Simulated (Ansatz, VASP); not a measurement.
**HfMo2 (HfMo2 in the C11b ordering): VASP beside Ansatz**

Wanted: the spread between two codes on one cell, functional and k mesh. The cell is generated by rule, not measured, and may not be a known phase. The cell is taken from a series of runs on this material, whose earlier steps may have relaxed, scaled, displaced or heated it; both programs get it as it stands.

Main program and level: Ansatz 0.2.0; plane waves, with VASP 6.6.1 beside it; relaxation of cell and atoms at PBE.

The structure was built from a prototype and need not be the compound's stable phase.

## Step 1: The starting structure

It takes space group I4/mmm (No. 139, tetragonal). Conventional cell: a = 3.224 Å, b = 3.224 Å, c = 10.075 Å, α = 90.00°, β = 90.00°, γ = 90.00°. Hf has 10 Mo at 2.91 to 3.23 Å and 4 Hf at 3.22 Å nearest. Nearest to Mo lie 8 Mo at 2.69 to 3.22 Å and 5 Hf at 2.91 to 3.23 Å. Farther neighbours are not listed.

## Step 2: Ansatz: relaxation of cell and atoms, PBE, pair 1

Ansatz runs on its default PAW (the set named soft_2) files.

The relaxed volume is the usual yardstick between codes: in a stiff, nearly cubic crystal its relative difference is about their pressure difference at one cell divided by the bulk modulus.

input.yaml reads:

```yaml
crystal:
  lattice:
    - [3.223960105, 0.0, 0.0]
    - [0.0, 3.223960105, 0.0]
    - [1.6119800525, 1.6119800525, 5.0373957551]
  atoms:
    - { symbol: Hf, position: [0.0, 0.0, 0.0] }
    - { symbol: Mo, position: [0.6789136842, 0.6789136842, 0.6421726315] }
    - { symbol: Mo, position: [0.3210863158, 0.3210863158, 0.3578273685] }
kpoints:
  mp_grid: { grid: [10, 10, 10] }
hamiltonian:
  xc: pbe
scf:
  occupations: { method: gaussian, width: 0.1 }
output:
  forces: true
  stress: true
  eigenvalues: true
  write_density: true
  write_potential: true
  elf: true
  volumetric_format: npy
relax:
  adjacent_minimum: "off"
  f_tol: 0.005
  max_steps: 80
  cell: { stress_tol: 0.05 }
```

Run with:

```sh
> ansatz run input.yaml --threads 4 --pin off --max-ram 8192MiB --backend cpu --events-out ev --progress --plain --runs-dir out
```

Numbers of over 12 decimals in the logs are rounded to 6 here.

Log:

```text
Engine: ansatz 0.2.0, aarch64-unknown-linux-gnu
Pseudopotentials: kind: paw
Pseudopotential: Hf, paw, valence charge 26, recommended cutoff 420 eV (normal), Hf.paw.azcp
Pseudopotential: Mo, paw, valence charge 14, recommended cutoff 420 eV (normal), Mo.paw.azcp
Functional definition: PBE
  parameter kappa = 0.804
  parameter beta = 0.066725
  exchange = pbe_x(kappa = kappa, mu = beta*pi^2/3)
  correlation = pbe_c(beta = beta)
Crystal: 3 atoms, lattice volume = 52.358 Å³
Basis set: ecut = 420 eV, 1005 PW (Γ), exchange–correlation on 48×48×80 points (8 copies of the dense FFT grid, shifted against one another)
Bands: 33, of which v1, the nominal top of the filled ones, is band 27 counted from 1 (26 counted from 0)
Symmetry: 16 space group operations
Space group: I4/mmm (ITA 139), of the structure as read, at distance tolerance 3.7e-5 Å
k-points: 102 of 1000
Non-local potential: Hf, projectors of the file, l = 0: 3, l = 1: 2, l = 2: 2, l = 3: 3
Non-local potential: Mo, projectors of the file, l = 0: 3, l = 1: 2, l = 2: 2, l = 3: 1
PAW form: soft (Blöchl's): semilocal exchange-correlation on the pseudo side does not see the compensation charge
PAW one-centre angular grid: Hf, 590 points (default); XC on 64 Gauss nodes
PAW one-centre angular grid: Mo, 590 points (default); XC on 64 Gauss nodes
Initial density: superposition of atomic densities (neutral atoms: chi_scale 0, normalization atom), corrected by the library's trained network
Initial wavefunctions: pseudopotential atomic-orbital guess
Functional: x = pbe(κ = 0.804, μ = 0.219515), c = pbe(β = 0.066725)
SCF iter   1: F=—  HF=-25633.781498 eV  |F-HF|=—  |Δ(HF+E_count)|=         —  Δρ=9.50e-3  dr2=1.88e-1  ethr=1.77e-3  ⟨swp⟩=4.9  Hψ=11230  notcnv=0
preconditioner: auto → Kerker (q_TF=auto, 2.742 Å⁻¹)  [metal: Δε(μ)=0.013 eV  Ē_g=18.622 eV  σ=0.100 eV  W_gap=0.07  n_scr=20 (ndim 8)  ℏωp=35.6 eV  f_vac=0.000  D(μ)=2.03/eV (n_scr^D=12)]
SCF iter   2: F=—  HF=-25633.765860 eV  |F-HF|=—  |Δ(HF+E_count)|=   1.56e-2  Δρ=5.51e-3  dr2=6.58e-2  ethr=3.48e-4  ⟨swp⟩=1.0  Hψ=4182  notcnv=0
SCF iter   3: F=—  HF=-25633.756427 eV  |F-HF|=—  |Δ(HF+E_count)|=   9.43e-3  Δρ=9.07e-4  dr2=6.56e-4  ethr=1.22e-4  ⟨swp⟩=2.0  Hψ=4026  notcnv=0
SCF iter   4: F=—  HF=-25633.755987 eV  |F-HF|=—  |Δ(HF+E_count)|=   4.39e-4  Δρ=6.34e-4  dr2=2.54e-4  ethr=1.22e-6  ⟨swp⟩=2.0  Hψ=6001  notcnv=0
SCF iter   5: F=—  HF=-25633.755896 eV  |F-HF|=—  |Δ(HF+E_count)|=   9.08e-5  Δρ=2.42e-4  dr2=4.42e-5  ethr=4.71e-7  ⟨swp⟩=2.0  Hψ=4662  notcnv=0
SCF iter   6: F=—  HF=-25633.755874 eV  |F-HF|=—  |Δ(HF+E_count)|=   2.29e-5  Δρ=4.88e-5  dr2=1.99e-6  ethr=8.19e-8  ⟨swp⟩=2.0  Hψ=4070  notcnv=0  defer=11
SCF iter   7: F=-25633.755873 eV  HF=-25633.755873 eV  |F-HF|=1.00e-7  |Δ(HF+E_count)|=   8.00e-7  Δρ=9.30e-6  dr2=6.16e-8  ethr=1.85e-10  ⟨swp⟩=10.0  Hψ=24774  notcnv=0
SCF 1 converged in 7 iterations: F = -25633.755873 eV  dr2 = 6.16e-8
  greatest PAW one-centre occupation: 0.999 electrons in one spin orbital (limit 2), on the Hf atom at site 0 (counted from 0), in its partial waves of l = 0
relax step   1: F+E_penalty+E_count = -25633.75587266 eV  Δ(F+E_penalty+E_count) = +0.000e0 eV  max|allowed force component| = 1.221e-2 eV/Å  Δτ_max = 0.0000 Å  P = +0.057 GPa  Ω = 52.358 Å³  (7 SCF iters, dr2 threshold 1.00e-7 eV, accepted)
[...]
relax step   2: F+E_penalty+E_count = -25633.75579282 eV  Δ(F+E_penalty+E_count) = +7.984e-5 eV  max|allowed force component| = 2.633e-2 eV/Å  Δτ_max = 0.0020 Å  P = -0.173 GPa  Ω = 52.438 Å³  energy of the carried Pulay correction = -2.474e-5 eV  (6 SCF iters, dr2 threshold 2.60e-8 eV, rejected (line search))
[...]
relax step   3: F+E_penalty+E_count = -25633.75588096 eV  Δ(F+E_penalty+E_count) = -8.301e-6 eV  max|allowed force component| = 8.961e-4 eV/Å  Δτ_max = 0.0006 Å  P = +0.009 GPa  Ω = 52.377 Å³  energy of the carried Pulay correction = -5.770e-6 eV  (8 SCF iters, accepted)
[...]
relax step   4: F+E_penalty+E_count = -25633.75588690 eV  Δ(F+E_penalty+E_count) = -5.943e-6 eV  max|allowed force component| = 8.970e-4 eV/Å  Δτ_max = 0.0000 Å  P = +0.009 GPa  Ω = 52.377 Å³  stress off target by 2.22e-2 GPa  SCF on the basis re-selected at this cell (its energy is not comparable with the rows above)  (7 SCF iters)
basis re-selected at this cell: Δ(F+E_penalty+E_count) = -5.943e-6 eV, ΔP = -0.000 GPa vs the last step (what re-selecting the basis moved, of the pressure what is left beyond the Pulay correction that the steps carried, after the strain that the cell walked since its last selection, with what the two solves' SCF thresholds leave and, on support functions, any second-order correction that the steps lacked; it is no m [...]
SCF converged after 7 iterations
Free energy (F): -25633.755887 eV
Harris-Foulkes:  -25633.755887 eV  (|F-HF|=7.28e-12)
Internal energy: -25633.745806 eV  (E = F + TS)
E sigma→0 (E₀):  -25633.750847 eV
Entropy (-TS):   -0.010081 eV (-3.360 meV/atom)
Fermi energy:    20.570930 eV
--- Per-component energies (eV) ---
  E_band       = -34.871802
  E_kinetic    = 1308.431769
  E_local      = -6796.016160  (includes V_loc(G=0)·N_el)
  E_nonlocal   = -956.763257
  E_hartree    = 3001.572695
  E_xc         = -667.879026
  E_vxc        = -725.261328  (∫ρ·V_xc dr)
  E_paw        = -13331.606816  (= ΣΔE_a)
  E_vpaw       = 1131.591696  (= ΣTr[D̂ρ^β])
  E_aug_tail   = 0.000086  (compensation charges beyond the density's cutoff)
  E_ewald      = -8191.485096
  E_smearing   = -0.010081  (= −TS)
  E_closure    = -0.000000  (closes the sum)
  Σ components = -25633.755887   (vs F -25633.755887, Δ=0.00e0)
--- Forces (eV/Å), atoms counted from 1 ---
  atom   1  Hf    -0.00000000     0.00000000     0.00000000
  atom   2  Mo     0.00000000     0.00000000    -0.00089696
  atom   3  Mo     0.00000000     0.00000000     0.00089696
  max |Σ_I F_I| component: 1.73e-18 eV/Å
--- Stress (GPa, compression-positive) ---
        0.022208       0.000000       0.000000
        0.000000       0.022208       0.000000
        0.000000       0.000000      -0.016964
  P = ⅓ Tr σ = 0.0092 GPa (0.092 kbar)
--- Band table (eV; the first three rows and the last of 102) ---
  k-point 0: bands = [... 23 lower, 18.5986, 20.2513, 20.2518, 20.2518, 21.9357, 21.9357, 23.3645, 23.7102, ... 2 higher]
  k-point 1: bands = [... 23 lower, 18.7619, 20.2499, 20.2499, 20.2697, 21.7929, 21.7929, 23.2378, 23.5450, ... 2 higher]
  k-point 2: bands = [... 23 lower, 19.1726, 20.2467, 20.2467, 20.3200, 21.5018, 21.5018, 22.8820, 23.3116, ... 2 higher]
  k-point 101: bands = [... 23 lower, 18.9546, 18.9562, 19.2795, 21.5235, 22.0823, 22.8163, 23.3676, 23.3890, ... 2 higher]
--- Relaxed structure (3 steps of the walk, 2 accepted, 1 SCFs on fresh bases) ---
  F+E_penalty+E_count = -25633.75588690 eV   max|allowed force component| = 8.970e-4 eV/Å   (the final SCF, on the basis selected at the relaxed cell)
  cell:  # Å, volume = 52.3768 Å³
    - [3.223663, 0, 0.0]
    - [0, 3.223663, 0.0]
    - [1.611832, 1.611832, 5.040101]
  atoms:
    - { symbol: Hf, position: [0, 0.0, 0.0] }
    - { symbol: Mo, position: [0.678976, 0.678976, 0.642049] }
    - { symbol: Mo, position: [0.321024, 0.321024, 0.357951] }
```

## Step 3: VASP: relaxation of cell and atoms, PBE, pair 1

The same cell, functional, mesh and smearing now go to VASP, with its own data sets.

Lines of VASP's logs that name or quote its potential files are left out, and so is its time.

INCAR reads:

```
SYSTEM = HfMo2
PREC = Accurate
ENCUT = 500
EDIFF = 1E-07
NELM = 120
ISMEAR = 0
SIGMA = 0.1
LREAL = .FALSE.
ALGO = Normal
GGA = PE
NBANDS = 25
LASPH = .TRUE.
LORBIT = 11
LWAVE = .FALSE.
LCHARG = .FALSE.
ISIF = 3
IBRION = 2
NSW = 80
EDIFFG = -0.005
GGA_COMPAT = .FALSE.
NELMIN = 4
KPAR = 2
```

POSCAR reads:

```
HfMo2
1.0
    3.2239600000      0.0000000000      0.0000000000
    0.0000000000      3.2239600000      0.0000000000
    1.6119800000      1.6119800000      5.0373960000
Hf Mo
1 2
Direct
    0.0000000000      0.0000000000      0.0000000000
    0.6789136689      0.6789136689      0.6421726622
    0.3210863311      0.3210863311      0.3578273378
```

KPOINTS reads:

```
Automatic mesh
0
Gamma
10 10 10
0 0 0
```

PAW data sets: Hf_pv and Mo_sv (PBE family, release 64).

Run with:

```sh
> mpirun -np 2 vasp_std
```

Log:

```text
[banner, memory and clock lines left out]
running    2 mpi-ranks, on    1 nodes
 distrk:  each k-point on    1 cores,    2 groups
 distr:  one band on    1 cores,    1 groups

 POSCAR found type information on POSCAR HfMo
 POSCAR found :  2 types and       3 ions
 LDA part: xc-table for (Slater+PW92), standard interpolation
 POSCAR, INCAR and KPOINTS ok, starting setup
 FFT: planning ... GRIDC
 FFT: planning ... GRID_SOFT
 FFT: planning ... GRID
 WAVECAR not read
 entering main loop
       N       E                     dE             d eps       ncg     rms          rms(c)
DAV:   1     0.345799438306E+03    0.34580E+03   -0.22911E+04  5100   0.150E+03
DAV:   2    -0.236751103115E+02   -0.36947E+03   -0.36370E+03  5968   0.451E+02
DAV:   3    -0.335065871208E+02   -0.98315E+01   -0.95742E+01  6667   0.663E+01
DAV:   4    -0.336261303219E+02   -0.11954E+00   -0.11916E+00  5554   0.691E+00
DAV:   5    -0.336279520704E+02   -0.18217E-02   -0.18200E-02  6511   0.766E-01    0.590E+01
DAV:   6    -0.324375812792E+02    0.11904E+01   -0.29521E+00  5700   0.122E+01    0.306E+01
DAV:   7    -0.322903632834E+02    0.14722E+00   -0.20176E+00  6166   0.664E+00    0.124E+01
DAV:   8    -0.322067187906E+02    0.83644E-01   -0.11197E+00  6157   0.481E+00    0.250E+00
DAV:   9    -0.321795694628E+02    0.27149E-01   -0.15458E-01  6207   0.237E+00    0.857E-01
DAV:  10    -0.321793574064E+02    0.21206E-03   -0.42369E-03  5855   0.397E-01    0.143E-01
DAV:  11    -0.321793586796E+02   -0.12732E-05   -0.52203E-04  6314   0.148E-01    0.939E-02
DAV:  12    -0.321793451379E+02    0.13542E-04   -0.75128E-05  6271   0.481E-02    0.340E-02
DAV:  13    -0.321793451605E+02   -0.22611E-07   -0.32335E-06  5432   0.143E-02    0.110E-02
DAV:  14    -0.321793456595E+02   -0.49898E-06   -0.21115E-07  4450   0.334E-03    0.160E-03
DAV:  15    -0.321793456590E+02    0.44565E-09   -0.15953E-08  2851   0.105E-03
   1 F= -.32179346E+02 E0= -.32174370E+02  d E =-.321793E+02
[...]
2 F= -.32179388E+02 E0= -.32174492E+02  d E =-.424912E-04
[...]
3 F= -.32179398E+02 E0= -.32174479E+02  d E =-.526923E-04
[...]
4 F= -.32179394E+02 E0= -.32174477E+02  d E =0.406724E-05
 trial-energy change:    0.000004  1 .order    0.000003   -0.000035    0.000041
 step:   0.4145(harm=  0.4307)  dis= 0.00036  next Energy=   -32.179406 (dE=-0.764E-05)
 bond charge predicted
       N       E                     dE             d eps       ncg     rms          rms(c)
DAV:   1    -0.321794625498E+02   -0.68213E-04   -0.48592E-03  5147   0.641E-01    0.975E-02
DAV:   2    -0.321794155332E+02    0.47017E-04   -0.34977E-04  5682   0.135E-01    0.376E-02
DAV:   3    -0.321794059851E+02    0.95481E-05   -0.53821E-05  6194   0.318E-02    0.112E-02
DAV:   4    -0.321794044099E+02    0.15752E-05   -0.10823E-05  5645   0.235E-02    0.757E-03
DAV:   5    -0.321794049519E+02   -0.54204E-06   -0.39510E-07  5354   0.382E-03    0.482E-03
DAV:   6    -0.321794058481E+02   -0.89617E-06   -0.21707E-07  4338   0.314E-03    0.831E-04
DAV:   7    -0.321794058774E+02   -0.29312E-07   -0.19831E-08  2657   0.111E-03
   5 F= -.32179406E+02 E0= -.32174487E+02  d E =-.752603E-05
 curvature:  -0.27 expect dE=-0.722E-06 dE for cont linesearch -0.146E-07
 trial: gam= 0.00430 g(F)=  0.153E-06 g(S)=  0.248E-05 ort = 0.159E-05 (trialstep = 0.835E+00)
 search vector abs. value=  0.264E-05
 reached required accuracy - stopping structural energy minimisation
```

Parts of OUTCAR (step 3):

```text
ion  position               nearest neighbor table
   1  0.000  0.000  0.000-   2 2.91   2 2.91   2 2.91   2 2.91   3 2.91   3 2.91   3 2.91   3 2.91
                             3 3.23   2 3.23
   2  0.679  0.679  0.642-   3 2.69   3 2.69   3 2.69   3 2.69   1 2.91   1 2.91   1 2.91   1 2.91
                             1 3.23
   3  0.321  0.321  0.358-   2 2.69   2 2.69   2 2.69   2 2.69   1 2.91   1 2.91   1 2.91   1 2.91
                             1 3.23

  LATTYP: Found a body centered tetragonal cell.
 ALAT       =     3.2239600000
 C/A-ratio  =     3.1249742553

 Subroutine GETGRP returns: Found 16 space group operations
 (whereof 16 operations were pure point group operations)

The static configuration has the point symmetry D_4h.

 Found    102 irreducible k-points:

   k-points           NKPTS =    102   k-points in BZ     NKDIM =    102   number of bands    NBANDS=     25

   dimension x,y,z NGX =    24 NGY =   24 NGZ =   40
   dimension x,y,z NGXF=    48 NGYF=   48 NGZF=   80

   ENCUT  =  500.0 eV  36.75 Ry    6.06 a.u.   5.88  5.88 10.08*2*pi/ulx,y,z

   NELECT =      38.0000    total number of electrons

 k-points in reciprocal lattice and weights: Automatic mesh
   0.00000000  0.00000000  0.00000000       0.001
   0.10000000  0.00000000  0.00000000       0.008
   0.20000000  0.00000000  0.00000000       0.008
   0.30000000  0.00000000  0.00000000       0.008
   0.40000000  0.00000000  0.00000000       0.008
   0.50000000  0.00000000  0.00000000       0.004
   0.10000000  0.10000000  0.00000000       0.008
   0.20000000  0.10000000  0.00000000       0.016
   0.30000000  0.10000000  0.00000000       0.016
[...]
-0.10000000 -0.10000000  0.40000000       0.004
   0.00000000  0.00000000  0.50000000       0.001

 average (electrostatic) potential at core
       1 -32.4741       2 -71.9296       3 -71.9296

 E-fermi :   9.0963

 k-point     1 :       0.0000    0.0000    0.0000
  band No.  band energies     occupation
    ...
     15       6.2866      2.00000
     16       7.1136      2.00000
     17       8.7830      1.99999
     18       8.7830      1.99999
     19       8.7871      1.99999
     20      10.4551      0.00000
     21      10.4551      0.00000
     22      11.9085      0.00000
     23      12.2511      0.00000
     24      12.3225      0.00000
    ...

 k-point     2 :       0.1000    0.0000    0.0000
  band No.  band energies     occupation
    ...
     15       6.3538      2.00000
     16       7.2174      2.00000
     17       8.6097      2.00000
     18       8.7906      1.99998
     19       8.7933      1.99998
     20      10.3355      0.00000
     21      10.3565      0.00000
     22      11.3169      0.00000
     23      11.5303      0.00000
     24      11.8037      0.00000
    ...

 k-point     3 :       0.2000    0.0000    0.0000
  band No.  band energies     occupation
    ...
     15       6.4904      2.00000
     16       7.7549      2.00000
     17       8.1777      2.00000
     18       8.5842      2.00000
     19       8.8261      1.99987
     20      10.2513      0.00000
     21      10.4374      0.00000
     22      10.6838      0.00000
     23      10.7693      0.00000
     24      11.2148      0.00000
    ...

  Total        0.0053419      0.0053419     -0.0098490      0.0000000      0.0000000      0.0000000
  in kB        0.1635788      0.1635788     -0.3015981      0.0000000      0.0000000      0.0000000
  external PRESSURE =       0.0085198 kB  Pullay stress =       0.0000000 kB

  energy-cutoff  :      500.00
  volume of cell :       52.32
      direct lattice vectors                 reciprocal lattice vectors
     3.223437144 -0.000000000 -0.000000000     0.310227858  0.000000000 -0.099296255
     0.000000000  3.223437144  0.000000000    -0.000000000  0.310227858 -0.099296255
     1.611718572  1.611718572  5.035436629     0.000000000 -0.000000000  0.198592510

 POSITION                                       TOTAL-FORCE (eV/Angst)
 -----------------------------------------------------------------------------------
      0.00000      0.00000      0.00000         0.000000      0.000000      0.000000
      3.22344      3.22344      3.23509         0.000000      0.000000     -0.001258
      1.61172      1.61172      1.80034        -0.000000     -0.000000      0.001258
 -----------------------------------------------------------------------------------
    total drift:                                0.000000     -0.000000     -0.000000

  FREE ENERGIE OF THE ION-ELECTRON SYSTEM (eV)
  ---------------------------------------------------
  free  energy   TOTEN  =       -32.1794058774 eV

  energy  without entropy=      -32.1695687864  energy(sigma->0) =      -32.17448733

 reached required accuracy - stopping structural energy minimisation

 total charge
# of ion       s       p       d       tot
------------------------------------------
    1        0.403   6.493   1.628   8.525
    2        2.368   6.153   3.998  12.519
    3        2.368   6.153   3.998  12.519
--------------------------------------------------
tot          5.139  18.800   9.623  33.562

[... 3 further parts left out ...]
```

CONTCAR:

```
HfMo2
   1.00000000000000
     3.2234371435030114   -0.0000000000000000   -0.0000000000000000
     0.0000000000000000    3.2234371435030114    0.0000000000000000
     1.6117185717515057    1.6117185717515057    5.0354366292885322
  Hf              Mo
     1     2
Direct
     0.0000000000000000    0.0000000000000000    0.0000000000000000
     0.6787674720449621    0.6787674720449621    0.6424650559100754
     0.3212325279550377    0.3212325279550377    0.3575349440899245
```

Harder data sets than Hf_pv exist (the GW ones), and pressures, volumes and forces can shift noticeably with them. The run keeps the 16 symmetry operations of its start, so it cannot find a distortion of lower symmetry.

## Step 4: Differences

Known differences besides the potentials themselves: the data sets hold 54 valence electrons in Ansatz (on its default PAW (the set named soft_2) files) and 38 in VASP; the cutoff is 420 eV in Ansatz and 500 eV in VASP; Ansatz adds a Pulay correction to the stress that steers its cell, VASP none. Total energies have different zeros and are not compared.

Both answers:

```
                                         quantity  Ansatz   VASP  difference
                                      volume (Å³)   52.38  52.32     +0.11 %
edge a after relaxation, in the typed setting (Å)   3.224  3.223     +0.01 %
edge c after relaxation, in the typed setting (Å)   5.532  5.527     +0.08 %
```

(Part 1 of 2 ends here.)

[Lines on the potential files, build, host, timing and source positions are cut from VASP's logs without a mark.]

[Logs are printed without paths, hosts, clocks, repeated set-up lines and the standing remarks that a program may print on its own settings, such as how far it seeks lower states.]

[Hosts, paths, dates, database ids (printed as entryN), source tags and the programs' standing remarks are cut or masked in the printed files.]
